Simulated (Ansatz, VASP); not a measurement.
# Ag: 3 runs at one level of theory

The starting cell:

```
Ag
1.0
     0.00000    2.04275    2.04275
     2.04275    0.00000    2.04275
     2.04275    2.04275    0.00000
Ag
1
Direct
  0.00000 0.00000 0.00000
```

Alike in all runs: task relaxation of cell and atoms; functional BLYP; k mesh 11 × 11 × 11; occupations fermi-dirac, width 0.05 eV; no spin polarisation; no spin-orbit coupling.

```json
{"program and potentials": "Ansatz, Ansatz PAW", "plane-wave cutoff (eV)": "420", "notes": "potentials made for PBE, which Ansatz adapts in part; 19 valence electrons an atom on average", "equilibrium volume (Å³/atom)": "19.30"}
{"program and potentials": "Ansatz, all-electron LAPW, scalar-relativistic", "plane-wave cutoff (eV)": "-", "notes": "-", "equilibrium volume (Å³/atom)": "19.29"}
{"program and potentials": "VASP, PBE PAW files Ag, 600 eV", "plane-wave cutoff (eV)": "600", "notes": "potentials made for PBE; 11 valence electrons an atom on average", "equilibrium volume (Å³/atom)": "19.31"}
```

The equilibrium volume spans 19.29 (Ansatz, all-electron LAPW, scalar-relativistic) to 19.31 Å³/atom (VASP, PBE PAW files Ag, 600 eV), with all-electron results at 19.29. Some sets were made for another functional than the one run, which can shift their rows. Relaxations stop with a little pressure left, so the last digit of a volume isn't settled.

Differences between rows come from potentials, basis sets and numerical settings, since the functional is the same but for its coding. Runs on potential files found faulty are left out.

The three equilibrium volumes are practically the same, so their order carries no physical meaning. Treating the 4s and 4p shells as valence or leaving them in the core appears to matter little for silver near equilibrium, as expected for deep, compact shells that barely overlap between neighbours.

The common value is, however, clearly larger than the experimental volume of fcc silver. Since the all-electron result shares this expansion, its origin most likely lies in BLYP itself and not in the potentials. The LYP correlation doesn't recover the uniform-electron-gas limit and describes delocalised metallic electrons poorly, while the strong gradient enhancement of B88 exchange favours more inhomogeneous densities and hence longer bonds. Silver is susceptible to this because its 4d band is essentially full and adds little net covalent bonding, leaving much of the cohesion to the 5s-derived sp electrons and to d-shell polarisation, which semilocal functionals capture incompletely. The agreement therefore supports the numerical reproducibility of the BLYP volume, not its accuracy for silver.
